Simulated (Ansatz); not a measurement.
# Straining Ni3Ge

The calculation used Ansatz, DFT r2SCAN, scalar-relativistic, plane waves, PAW. Settings: 500 eV cutoff, 14×14×14 k-mesh, Gaussian smearing of 0.10 eV, no spin polarisation.

Reference structure (relaxed):

```yaml
crystal:
  lattice:
    - [3.53262, 0.00000, 0.00000]
    - [0.00000, 3.53262, 0.00000]
    - [0.00000, 0.00000, 3.53262]
  atoms:
    - { symbol: Ni, position: [0.50000, 0.00000, 0.50000] }
    - { symbol: Ni, position: [0.00000, 0.50000, 0.50000] }
    - { symbol: Ni, position: [0.50000, 0.50000, 0.00000] }
    - { symbol: Ge, position: [0.00000, 0.00000, 0.00000] }
```

Deformation: uniaxial strain along a, with the lengths of b and c and the atoms relaxed and the angles held, all within the symmetry that the strain leaves. Energies are extrapolated to zero smearing.

```
strain (%)  ΔE (meV/atom) a (Å) b (Å) c (Å)
      -3.0            5.9  3.427  3.572  3.572
      -1.5            1.5  3.480  3.552  3.552
      +0.0            0.0  3.533  3.533  3.533
      +1.5            1.5  3.586  3.515  3.515
      +3.0            5.9  3.639  3.499  3.499
```

(1) What stiffness (1/V) d²E/dε² at zero strain does a cubic fit over all points give?

(2) How does the free axis b answer a small strain?

Results:

(1) A cubic fit gives (1/V) d²E/dε² = 191 GPa at zero strain (Young's modulus along this axis, angles held).

(2) Between the innermost points its strain is -0.35 times the applied one.